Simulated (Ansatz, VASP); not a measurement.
## BiTe3: VASP beside Ansatz

```
Bi Te
1.0
     4.89788    0.00000    0.00000
     0.00000    4.89788    0.00000
     0.00000    0.00000    4.89788
Bi Te
1 3
Cartesian
  0.0000 0.0000 0.0000
  0.0000 2.4489 2.4489
  2.4489 0.0000 2.4489
  2.4489 2.4489 0.0000
```

Alike in both runs: functional PBE; k mesh 10 × 10 × 10; occupations gaussian, width 0.1 eV; no spin polarisation.

Ansatz relaxed the structure, and its values are those at the end. VASP's run is a single point on that final structure, the one shown.

|  | VASP | Ansatz |
| --- | --- | --- |
| version | VASP 6.6.1 | Ansatz 0.2.0 |
| potentials or method | VASP PAW PBE potentials, release 64 (Bi_d, Te) | scalar-relativistic, plane waves, PAW |
| plane-wave cutoff (eV) | 520 | 420 |
| valence electrons in the cell | 33 | 63 |

Ansatz gave:

| Quantity | Value |
| --- | --- |
| gap on the k mesh at the Fermi level (eV) | none |
| pressure (GPa) | 0.0 |

Q: Estimate VASP's values.

A: gap on the k mesh at the Fermi level (eV): none; pressure (GPa): -0.1.

A gap of «none» marks a metal or a gap that the smearing closes. The functional is the same, so the differences come from potentials, cutoffs and numerics. The two sets of potentials don't hold the same shells in valence.

Caveats: spin-orbit coupling is left out, which moves the levels of the heavy elements.
